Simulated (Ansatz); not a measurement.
All numbers below come from DFT PBE, scalar-relativistic, plane waves, PAW in Ansatz. Settings: cutoff 420 eV, Γ-centred meshes spaced at most about 0.3 Å⁻¹ (2π included), Gaussian smearing. No spin polarisation in the final relaxations.

These are static total energies at zero pressure.

Two relaxed structures of SiO2:

A.

```cif
data_structure
_symmetry_space_group_name_H-M 'P6_422'
_symmetry_Int_Tables_number 181
_cell_length_a 5.1058
_cell_length_b 5.1058
_cell_length_c 5.5853
_cell_angle_alpha 90.000
_cell_angle_beta 90.000
_cell_angle_gamma 120.000
_cell_volume 126.10
loop_
_atom_site_label
_atom_site_type_symbol
_atom_site_symmetry_multiplicity
_atom_site_Wyckoff_symbol
_atom_site_fract_x
_atom_site_fract_y
_atom_site_fract_z
_atom_site_occupancy
Si1 Si 3 d 0.00000 0.50000 0.83333 1
O1 O 6 i 0.79193 0.58385 0.00000 1
```

B.

```cif
data_structure
_symmetry_space_group_name_H-M 'C2'
_symmetry_Int_Tables_number 5
_cell_length_a 7.9036
_cell_length_b 7.6153
_cell_length_c 6.8113
_cell_angle_alpha 90.000
_cell_angle_beta 124.523
_cell_angle_gamma 90.000
_cell_volume 337.76
loop_
_atom_site_label
_atom_site_type_symbol
_atom_site_symmetry_multiplicity
_atom_site_Wyckoff_symbol
_atom_site_fract_x
_atom_site_fract_y
_atom_site_fract_z
_atom_site_occupancy
Si1 Si 4 c 0.70045 0.94751 0.74358 1
Si2 Si 4 c 0.91161 0.05270 0.25219 1
O1 O 2 b 0.00000 0.52768 0.50000 1
O2 O 4 c 0.21936 0.47853 0.99435 1
O3 O 4 c 0.88925 0.05205 0.76273 1
O4 O 4 c 0.68450 0.73367 0.71687 1
O5 O 2 b 0.00000 0.94062 0.50000 1
```

Question: Which form is favoured at zero pressure, and by what margin per atom?

Answer: A is lower, by 125 meV/atom. A has space group P6_422 (No. 181), 14.0 Å³/atom and a gap of 5.55 eV on its mesh; B has space group C2 (No. 5), 14.1 Å³/atom and a gap of 5.00 eV. In A, Si is surrounded by 4 O at 1.62 Å; O has 2 Si at 1.62 Å. In B, Si on its first site has 4 O at 1.63–1.65 Å; around Si on its second site lie 4 O at 1.63–1.65 Å; O on a site of symmetry 2 is surrounded by 2 Si at 1.63 Å; 4 more sites not described. Both come from invented guesses. The part of the Crystallography Open Database at hand lists SiO2 in space groups No. 1, 3, 5, 6, 7 and others; sharing a group (C2) doesn't make a cell the listed structure.

Kohn–Sham gaps at this level usually fall short of measured ones. Cells relaxed within their symmetry can be saddle points.
